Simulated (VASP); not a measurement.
Here is a VASP 6.6.1 calculation.

INCAR

```
SYSTEM = InAs
  PREC = Accurate
  ENCUT = 520
  EDIFF = 1E-7
  ISMEAR = -1
  SIGMA = 0.05
  LREAL = .False.
  LASPH = .True.
  NELM = 80
  ALGO = Normal
  ISIF = 2
  LWAVE = .False.
  LCHARG = .False.
  GGA = PE
  NBANDS = 16
```

The input KPOINTS:

```
regular mesh
0
Gamma
  8 8 8
  0 0 0
```

POSCAR

```
InAs
1.0
    0.0000000000      3.0935647298      3.0935647298
    3.0935647298      0.0000000000      3.0935647298
    3.0935647298      3.0935647298      0.0000000000
In As
1 1
Direct
    0.0000000000      0.0000000000      0.0000000000
    0.7500000000      0.7500000000      0.7500000000
```

Potentials or basis: VASP PAW PBE potentials, release 64 (In_d, As).

Command:

```console
$ cat potpaw_PBE.64/In_d/POTCAR potpaw_PBE.64/As/POTCAR > POTCAR
$ mpirun -np 1 vasp_std > vasp.out
```

**Question.** Predict the band gap on the k mesh.

**Answer.** Zero (filled and empty bands touch).

**Question.** Predict the pressure.

**Answer.** 0.0 GPa.

Caveat: spin-orbit coupling is left out, which moves the levels of the heavy elements.

**What was measured.**

From a printed reference work, data compilation, for a bulk crystal of InAs at 4.2 K: band gap 0.418 eV (direct).

A measured gap of InAs is 0.418 eV (direct; 4.2 K; a printed reference work, data compilation); the calculated 0.00 eV misses it by -0.42 eV. Spin-orbit coupling on As, In is left out. The value is that of PBE on a finite k mesh, which can miss the band edges, without temperature or zero-point motion. Semilocal functionals fall short of measured gaps as a rule.
